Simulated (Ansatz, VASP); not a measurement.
# One calculation of PbS (Galena), two programs

```xyz
2
Lattice="4.1942 0.0000 0.0000 2.0971 3.6323 0.0000 2.0971 1.2108 3.4246" Properties=species:S:1:pos:R:3 pbc="T T T"
Pb    0.0000    0.0000    0.0000
S     4.1942    2.4215    1.7123
```

Alike in both runs: task single point; functional revPBE; k mesh 6 × 6 × 6; no spin polarisation.

|  | VASP | Ansatz |
| --- | --- | --- |
| version | VASP 6.6.1 | Ansatz 0.2.0 |
| potentials or method | VASP PAW PBE potentials, release 64 (Pb_d, S) | plane waves, PAW |
| plane-wave cutoff (eV) | 520 | 420 |
| occupations | gaussian, width 0.01 eV | fixed |
| valence electrons in the cell | 20 | 20 |

```csv
,VASP,Ansatz,Ansatz less VASP
pressure (GPa),3.5,3.6,+0.09
```

Ansatz warned: «stress_scf_threshold_loose».

Caveats: the PAW data sets were made with another functional, which shifts forces and pressure a little (VASP).
